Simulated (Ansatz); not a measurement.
**Ge₃N₄ under strain: ⁷³Ge NMR of the central transition**

Cell: a COD entry, relaxed with PBE at fixed cell and then changed (z stretched by 1 %, ions relaxed).

```
Ge N
1.0
     0.00000    4.15455    4.19610
     4.15455    0.00000    4.19610
     4.15455    4.15455    0.00000
Ge N
6 8
Cartesian
  1.0386 1.0386 1.0490
  1.0386 3.1159 3.1471
  3.1159 3.1159 1.0490
  3.1159 1.0386 3.1471
  4.1546 4.1546 4.1961
  6.2318 6.2318 6.2941
  7.3376 7.3376 7.4168
  3.0488 5.2603 5.3188
  5.1261 5.1261 7.4168
  5.2603 3.0488 5.3188
  7.3376 5.1261 5.1714
  3.0488 3.0488 3.0734
  5.1261 7.3376 5.1714
  5.2603 5.2603 3.0734
```

Atom numbers follow the list; atoms alike are taken as one site, whose name carries the number of the first.

All values are calculated (Ansatz; DFT, PBE, plane waves and PAW, scalar-relativistic, 420 eV cutoff, Γ-centred 6×6×6 k-points, Fermi–Dirac smearing 0.02 eV), not measured.

⁷³Ge has I = 9/2 and Q = -196.0 mb (Pyykkö 2018); at 35.2 T its Larmor frequency is ν₀ = 52.4 MHz. Only the quadrupole interaction is simulated: positions count from each site's isotropic chemical shift, and J coupling is left out, as are shift anisotropy and dipolar coupling, which fast spinning averages.

Problem. What does the ⁷³Ge spectrum (fast magic-angle spinning) show for each site?

Solution. 

| site | first shell | C_Q (MHz) | η | P_Q (MHz) | δ_QIS (ppm) | breadth (kHz) |
| --- | --- | --- | --- | --- | --- | --- |
| Ge1 | 6 N at 2.01–2.03 Å | -4.67 | 0.28 | 4.73 | -11.3 | 1.36 |
| Ge5 | 4 N at 1.93 Å | 1.51 | 0.00 | 1.51 | -1.15 | 0.129 |

δ_QIS = −(ν_Q²/30ν₀²)[I(I+1) − 3/4](1 + η²/3) × 10⁶ ppm with ν_Q = 3|C_Q|/[2I(2I−1)]; it falls as 1/B₀² in ppm, and the breadth as 1/B₀ in kHz.

An axis of threefold or higher order runs through Ge5, so V_zz lies along it and η is zero.
